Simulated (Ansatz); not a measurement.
# SiO2 (I4/mmm) in Ansatz: single point with HSE06

Aim: the single point of SiO2 with HSE06.

Everything below comes from runs of Ansatz 0.2.0. Logs are shortened: lines on timing, memory, paths and dates and some standing lists are left out, and cuts for length are marked.

## 1. The structure

The structure is tetragonal, space group I4/mmm (No. 139). The conventional cell has a = 8.944 Å, b = 8.944 Å, c = 5.224 Å, α = 90.00°, β = 90.00°, γ = 90.00°. Si (site symmetry m2m) is surrounded by 4 O at 1.60 to 1.61 Å. Around O (site symmetry m2m) lie 2 Si at 1.61 Å. O (site symmetry 2/m) is surrounded by 2 Si at 1.60 Å.

The cell comes from a database or a generator and needn't be the stable form of this composition.

## 2. Single point, HSE06

input

```
crystal:
  lattice:
    - [-4.47204052, 4.47204052, 2.61177035]
    - [4.47204052, -4.47204052, 2.61177035]
    - [4.47204052, 4.47204052, -2.61177035]
  atoms:
    - { symbol: Si, position: [0.82311142, 0.82311142, 0.64622284] }
    - { symbol: Si, position: [0.17688858, 0.82311142, 0.0] }
    - { symbol: Si, position: [0.82311142, 0.17688858, 0.0] }
    - { symbol: Si, position: [0.17688858, 0.17688858, 0.35377716] }
    - { symbol: O, position: [0.0, 0.79145134, 0.79145134] }
    - { symbol: O, position: [0.20854866, 0.0, 0.20854866] }
    - { symbol: O, position: [0.79145134, 0.0, 0.79145134] }
    - { symbol: O, position: [0.0, 0.20854866, 0.20854866] }
    - { symbol: O, position: [0.0, 0.0, 0.5] }
    - { symbol: O, position: [0.5, 0.0, 0.0] }
    - { symbol: O, position: [0.0, 0.5, 0.0] }
    - { symbol: O, position: [0.5, 0.5, 0.5] }
hamiltonian:
  xc: hse06
  pseudopotentials: { kind: paw }
kpoints:
  mp_grid: { grid: [4, 4, 4] }
scf:
  occupations: { method: fermi_dirac, width: 0.05 }
output:
  forces: true
  stress: true
  eigenvalues: true
  write_density: true
  write_potential: true
  elf: true
  volumetric_format: npy
```

Potentials or basis: Ansatz PAW.

The program printed:

```text
Warning: output.stress: scf.convergence.dr2_threshold = 1e-7 eV (the SCF's general default) is looser than the 1.2e-9 eV advised for a printed stress (1e-10 eV for each atom of the cell: 12). What an SCF threshold leaves in a stress goes as its square root, and in the free energy as the threshold itself, and one threshold admits the most on a small cell: of the crystals measured, under no hybrid functional and no lock of the moments, on runs that ended without the residual-converged pass, on stresses that held no estimate of that error, the worst erred by over 100 MPa in a component at 1e-7 eV an atom and by under 5 at 1e-10. Set scf.convergence.dr2_threshold to 1.2e-9 eV or tighter. The threshold is an SCF's pass mark: one that does not reach it within its budget of iterations ends unconverged, or closes short of it on a stop that the run arms, and scf.convergence.dr2_threshold's page says what that costs each kind of run
Warning: output.stress: scf.exx.energy_threshold = 1e-6 eV is looser than the 1.2e-7 eV advised for a stress under a hybrid functional (1e-8 eV for each atom of the cell: 12). Every SCF of the exchange loop can meet its threshold on dr2 while the loop round them stops early: no threshold on dr2 bounds what that leaves in the stress. Set scf.exx.energy_threshold to 1.2e-7 eV or tighter. The threshold is the loop's pass mark: a loop that does not reach it within its budget of cycles ends unconverged, and scf.exx.energy_threshold's page has the law
GPUs: using 1 of 1 available (devices: 1).
Engine: ansatz 0.2.0, x86_64-unknown-linux-gnu
Pseudopotentials: kind: paw
Pseudopotential: Si, paw, valence charge 4, recommended cutoff 420 eV (normal), Si.paw.azcp
Pseudopotential: O, paw, valence charge 6, recommended cutoff 420 eV (normal), O.paw.azcp
Functional definition: HSE06
  parameter a = 0.25
  parameter omega = 0.11/bohr
  exchange = pbe_x - a*pbe_x_sr(omega) + a*exact_x_sr(omega)
  correlation = pbe_c
device memory: the entry about to start is reckoned to put 2.3 GiB on a device that reports 64.2 GiB free (of which the cap on the GPU budget leaves the run 18.0 GiB)
GPU FFT provider: cuFFT
GPU libraries: cuBLAS 13.8.2, cuFFT 12.4.0, cuSOLVER 12.3.4
Crystal: 12 atoms, lattice volume = 208.933 Å³
Basis set: ecut = 420 eV, 4053 PW (Γ), exchange–correlation on 96×96×96 points (8 copies of the dense FFT grid, shifted against one another)
Bands: 44, of which v1, the nominal top of the filled ones, is band 32 counted from 1 (31 counted from 0)
Symmetry: 16 space group operations
Space group: I4/mmm (ITA 139), of the structure as read, at distance tolerance 5.9e-5 Å
k-points: 13 of 64
Non-local potential: Si, projectors of the file, l = 0: 2, l = 1: 2, l = 2: 2
Non-local potential: O, projectors of the file, l = 0: 2, l = 1: 2, l = 2: 1
PAW form: soft (Blöchl's): semilocal exchange-correlation on the pseudo side does not see the compensation charge
PAW frozen core: Si, regenerated for the run's functional, and the local potential with it (the file was generated under x = pbe(κ = 0.804, μ = 0.2195149727645171), c = pbe(β = 0.06672455060314922))
PAW frozen core: O, regenerated for the run's functional, and the local potential with it (the file was generated under x = pbe(κ = 0.804, μ = 0.2195149727645171), c = pbe(β = 0.06672455060314922))
PAW one-centre angular grid: Si, 110 points (default); XC on 64 Gauss nodes
PAW one-centre angular grid: O, 110 points (default); XC on 96 Gauss nodes
Initial density: superposition of atomic densities (neutral atoms: chi_scale 0, normalization atom), corrected by the library's trained network
Initial wavefunctions: pseudopotential atomic-orbital guess
GPU buffer pool allocated for 110592 grid points (all kernels)
GPU transforms: local potential and band sums: pruned to the plane-wave sphere, on 45×45×45
Functional: x = pbe(κ = 0.804, μ = 0.2195149727645171), c = pbe(β = 0.06672455060314922), warm-up for x = pbe(κ = 0.804, μ = 0.2195149727645171) + 0.25 (exact − pbe) at short range (hse, ω = 0.20786987370883472 Å⁻¹), c = pbe(β = 0.06672455060314922); HSE06 as pw.x's `hse` composes it (authors' and Libxc's form: `xc: wpbeh`)
SCF iter   1: F=—  HF=-7096.199170 eV  |F-HF|=—  |Δ(HF+E_count)|=         —  Δρ=1.40e-3  dr2=2.74e-3  ethr=1.77e-3  ⟨swp⟩=2.0  Hψ=4431  notcnv=0
preconditioner: auto → none  [insulator: Δε(μ)=5.418 eV  Ē_g=16.473 eV  σ=0.050 eV  W_gap=1.00  n_scr=44 (ndim 8)  ℏωp=20.6 eV  f_vac=0.343  D(μ)=0.00/eV (n_scr^D=0)]
SCF iter   2: F=-7096.200725 eV  HF=-7096.200425 eV  |F-HF|=3.00e-4  |Δ(HF+E_count)|=   1.26e-3  Δρ=5.83e-4  dr2=2.86e-4  ethr=4.29e-6  ⟨swp⟩=4.2  Hψ=1638  notcnv=0  defer=1
SCF 1 stopped early in 2 iterations: F = -7096.200725 eV  dr2 = 2.86e-4
[... 22 lines left out ...]
hybrid outer 1: dexx = +2.151e-2 eV, tail = 3.19e-5 eV
GPU FFT provider: cuFFT
GPU libraries: cuBLAS 13.8.2, cuFFT 12.4.0, cuSOLVER 12.3.4
GPU buffer pool allocated for 110592 grid points (all kernels)
GPU transforms: local potential and band sums: pruned to the plane-wave sphere, on 45×45×45
Exchange kernel: α = 0.2500, screened, ω = 0.2079 Å⁻¹, Wigner–Seitz truncation, v(0) = 1046.5856 eV·Å³, q-mesh 4×4×4, nearest image of the exchange supercell L = 20.89 Å, pair-density grid 32×32×32, without the augmentation charges, whose exchange is taken in its separable form by FFT convolution over the k-point mesh (sized by the pseudopotential files, 32×48×45 at the most), smooth part of the exact exchange by density-matrix convolution in up to 4.79 GiB of GPU memory as planned if the GPU has room (build and FFT work areas not counted)
Frozen-core exchange: fock
SCF iter   1: F=—  HF=-7097.680626 eV  |F-HF|=—  |Δ(HF+E_count)|=         —  Δρ=3.93e-5  dr2=1.23e-6  ethr=2.49e-7  ⟨swp⟩=6.6  Hψ=1509  notcnv=0
preconditioner: auto → none  [insulator: Δε(μ)=7.146 eV  Ē_g=18.895 eV  σ=0.050 eV  W_gap=1.00  n_scr=44 (ndim 8)  ℏωp=20.6 eV  f_vac=0.347  D(μ)=0.00/eV (n_scr^D=0)]
SCF iter   2: F=—  HF=-7097.680627 eV  |F-HF|=—  |Δ(HF+E_count)|=   5.49e-7  Δρ=1.37e-5  dr2=2.75e-7  ethr=1.79e-9  ⟨swp⟩=4.0  Hψ=1677  notcnv=0
SCF iter   3: F=—  HF=-7097.680627 eV  |F-HF|=—  |Δ(HF+E_count)|=   2.43e-8  Δρ=3.01e-6  dr2=2.59e-8  ethr=3.03e-10  ⟨swp⟩=3.1  Hψ=1266  notcnv=0
SCF iter   4: F=-7097.680627 eV  HF=-7097.680627 eV  |F-HF|=8.75e-10  |Δ(HF+E_count)|=   2.42e-7  Δρ=1.51e-6  dr2=1.24e-9  ethr=1.50e-11  ⟨swp⟩=6.4  Hψ=2154  notcnv=0  defer=5
SCF 3 converged in 4 iterations: F = -7097.680627 eV  dr2 = 1.24e-9
  Residual-converged pass: ⟨swp⟩=3.0  Hψ=1106  notcnv=0  max |occ|·‖R‖ = 1.1e-6 eV (tolerance 1.1e-6 eV)  dr2=1.24e-9  dr2_onsite=1.20e-9  max |Δocc| = 0.0e0
hybrid outer 2: dexx = +2.951e-7 eV, tail = 1.19e-8 eV, Δε = 1.07e-3 eV (about 2.45e-5 eV left of the loop's levels), ΔF = 3.50e-3 eV/Å (tail 3.07e-4)
WARN: The input density's exchange-correlation potential varies sharply where the density is thin. Do not read a vacuum level from v_tot or v_xc, or from such a field of the output density. On a cell that repeats whose density bears no net charge and no dipole along the vacuum's axis use v_es (v_loc + v_h of the components); under efield.dipole_correction with no amplitude use v_es + v_field, which holds any external_charges[].barrier, or the levels of the report's work_function block, which leave it out; under a non-zero efield.amplitude the vacuum is tilted and has no level; on a cell that repeats and bears such a dipole with no correction it is tilted too, and efield.dipole_correction with no amplitude gives each side of its ramp a level where efield: is served; in a cell that repeats whose density bears a net charge (total_charge, or a fill off its count) it is curved and has none; of a slab under crystal.periodic whose density bears no net charge use v_es, which has a level on each side, short of where the two are joined; of another it falls or rises all the way out and has none; of a slab beside external_charges read slab_vacuum_level instead, which it has where they leave it neutral. The grid or the basis barely resolves most such structure, and the values can differ between equally converged runs; as a rule a tighter scf.convergence.dr2_threshold does not remove it. Where the density itself ripples (under the LDA too) a higher basis.ecutwfc lessens it. The files hold the spikes' plane waves up to the density's cutoff. Files: v_tot and the like, and their columns of v_z.tsv (output.write_potential); v_xc and the like, and their columns of v_comp_z.tsv (output.write_potential_components); where files of the output density stand in their place, no point of their own thin density is over the threshold below, and this is of outcome.potential() and, of a run that writes arrays (npy), the arrays of these names. Measured: with its Gaussian average of σ = 0.25 Å subtracted twice, the exchange-correlation potential is over 0.1 eV at 1163 of the grid points where the equally averaged density (valence and model cores) is under 1e-3 e/Å³, and 1.73 eV at the most among them, at an averaged density of 5.5e-4 e/Å³. See output.write_potential in the manual, Limitations
hybrid SCF converged: 2 outer / 10 inner (+2 warm-up), last move |dexx| = 2.95e-7 eV, tail = 1.19e-8 eV
Stability not checked: this state was not tested for a lower state beside it, because the functional holds exact exchange (a hybrid, or Hartree-Fock), whose exchange loop this test does not read (fock_operator; see scf.lower_state_search)
Free energy (F): -7097.680627 eV
Frozen-core exchange: fock
Harris-Foulkes:  -7097.680627 eV  (|F-HF|=8.75e-10)
Internal energy: -7097.680627 eV  (E = F + TS)
E sigma→0 (E₀):  -7097.680627 eV
Fermi energy:    2.299123 eV
--- Per-component energies (eV) ---
  E_band       = -567.849799
  E_kinetic    = 1621.662515
  E_local      = -5498.702852  (includes V_loc(G=0)·N_el)
  E_nonlocal   = 469.923342
  E_hartree    = 2109.185417
  E_xc         = -656.776602
  E_vxc        = -756.409387  (∫ρ·V_xc dr)
  E_exx        = -184.728791  (= α·E_x^exact, valence–valence)
  E_paw        = -3303.987223  (= ΣΔE_a)
  E_vpaw       = -253.257795  (= ΣTr[D̂ρ^β])
  E_aug_tail   = 0.020817  (compensation charges beyond the density's cutoff)
  E_ewald      = -1653.827506
  E_core_change = -0.449744  (= ΣΔE_core)
  E_smearing   = -0.000000  (= −TS)
  E_closure    = -0.000000  (closes the sum)
  Σ components = -7097.680627   (vs F -7097.680627, Δ=0.00e0)
--- Forces (eV/Å), atoms counted from 1 ---
  atom   1  Si     0.01467333     0.01467333     0.00000000
  atom   2  Si     0.01467333    -0.01467333     0.00000000
  atom   3  Si    -0.01467333     0.01467333     0.00000000
  atom   4  Si    -0.01467333    -0.01467333     0.00000000
  atom   5  O     -0.00096737    -0.00000000     0.00000000
  atom   6  O      0.00000000     0.00096737     0.00000000
  atom   7  O      0.00000000    -0.00096737     0.00000000
  atom   8  O      0.00096737     0.00000000     0.00000000
  atom   9  O      0.00000000     0.00000000     0.00000000
  atom  10  O      0.00000000    -0.00000000     0.00000000
  atom  11  O      0.00000000    -0.00000000     0.00000000
  atom  12  O      0.00000000     0.00000000     0.00000000
  max |Σ_I F_I| component: 6.94e-18 eV/Å
--- Stress (GPa, compression-positive) ---
       -0.189514      -0.000000       0.000000
       -0.000000      -0.189514      -0.000000
        0.000000       0.000000       0.070329
  P = ⅓ Tr σ = -0.1029 GPa (-1.029 kbar)
--- Band table (eV; the first three rows and the last of 13) ---
  k-point 0: bands = ["-22.3683", "-21.4578", "-20.8850", "-20.8850", "-20.2652", "-20.2326", "-20.2326", "-20.2156", "-10.7278", "-10.7278", "-9.0577", "-7.5800", "-7.3855", "-7.3855", "-6.9785", "-6.9242", "-4.8567", "-4.2553", "-4.2553", "-4.1172", "-3.5072", "-3.4532", "-3.4532", "-3.4033", "-3.4033", "-2.8286", "-2.7869", "-2.7869", "-2.1720", "-2.0206", "-1.3466", "-1.3388", "5.8138", "8.7082", "9.2931", "9.6003", "9.7533", "10.0478", "10.0478", "11.0339", "11.0339", "11.0673", "11.7967", "12.0394"]
  k-point 1: bands = ["-22.2866", "-21.6727", "-20.8807", "-20.7552", "-20.2492", "-20.2327", "-20.2326", "-20.2213", "-10.9260", "-10.7074", "-8.7316", "-7.4989", "-7.4753", "-7.3460", "-7.0737", "-7.0163", "-4.8367", "-4.1682", "-4.1580", "-4.0823", "-3.6274", "-3.6271", "-3.6007", "-3.5645", "-3.2940", "-2.9627", "-2.8308", "-2.5154", "-1.9106", "-1.9078", "-1.5043", "-1.4256", "6.1813", "8.2910", "9.1918", "9.6448", "9.8247", "10.2200", "10.2214", "10.6217", "10.8266", "11.1200", "11.5426", "11.6581"]
  k-point 2: bands = ["-22.1261", "-21.9261", "-20.8763", "-20.6693", "-20.2327", "-20.2326", "-20.2294", "-20.2272", "-11.0853", "-10.6867", "-8.3899", "-7.6179", "-7.3103", "-7.2760", "-7.2587", "-7.1554", "-4.8013", "-4.0262", "-4.0148", "-3.9833", "-3.8805", "-3.7698", "-3.7579", "-3.6922", "-3.2405", "-3.0475", "-2.8762", "-2.1185", "-1.8143", "-1.7204", "-1.7167", "-1.5840", "6.9833", "7.3181", "9.2996", "9.5754", "10.2539", "10.2662", "10.3777", "10.3897", "10.6781", "10.9576", "11.2092", "11.3686"]
  k-point 12: bands = ["-21.9237", "-21.9237", "-21.4867", "-20.2443", "-20.2393", "-20.2219", "-20.2219", "-20.2211", "-11.8464", "-9.5727", "-8.1447", "-8.1447", "-7.5086", "-7.2837", "-7.2837", "-6.9663", "-4.8568", "-4.4711", "-4.1791", "-3.9861", "-3.8232", "-3.8232", "-3.7043", "-3.2130", "-3.2130", "-2.9470", "-2.8586", "-2.3866", "-2.3866", "-1.5084", "-1.3322", "-1.3322", "7.9508", "8.2211", "8.2211", "8.3120", "9.3292", "9.3292", "9.9482", "10.5187", "10.5187", "11.0180", "11.2605", "12.2696"]
```

Run time: 20 s. Hardware: 1 × NVIDIA H100 80GB HBM3 with 2 threads of AMD EPYC 7R13 (Zen 3), shared host; peak memory 3.2 GiB.

What came out:

- Free energy: -7097.6806 eV
- Pressure: -0.1 GPa
- Largest force: 0.021 eV/Å
- Band gap on the k mesh: 7.15 eV, indirect (least direct gap 7.15 eV)

Forces on the atoms (eV/Å):
```
Si   0.015  0.015  0.000
Si   0.015 -0.015  0.000
Si  -0.015  0.015  0.000
Si  -0.015 -0.015  0.000
O   -0.001  0.000  0.000
O    0.000  0.001  0.000
O    0.000 -0.001  0.000
O    0.001  0.000  0.000
O    0.000  0.000  0.000
O    0.000  0.000  0.000
O    0.000  0.000  0.000
O    0.000  0.000  0.000
```

Stress tensor (GPa, compression positive):
```
-0.19  0.00  0.00
 0.00 -0.19  0.00
 0.00  0.00  0.07
```

Levels at points of the mesh, in eV from the valence-band top:
```csv
k point,band 30,band 31,band 32,band 33,band 34,band 35
"(0.00, 0.00, 0.00)",-0.69,-0.01,-0.01,7.15,10.04,10.63
"(0.00, 0.00, -0.50)",-0.39,-0.38,-0.25,8.32,8.65,10.63
"(0.00, -0.50, 0.00)",-0.80,-0.62,-0.25,9.40,9.50,10.34
"(-0.50, -0.50, -0.50)",-0.18,0.00,0.00,9.28,9.55,9.55
```

Caveat: the pressure holds a Pulay correction of +0.3 GPa for the finite cutoff; the PAW data sets come from PBE, with cores solved anew for the run's functional, which leaves a small shift of forces and pressure; the thresholds are loose for stress. A k mesh can miss the band edges.
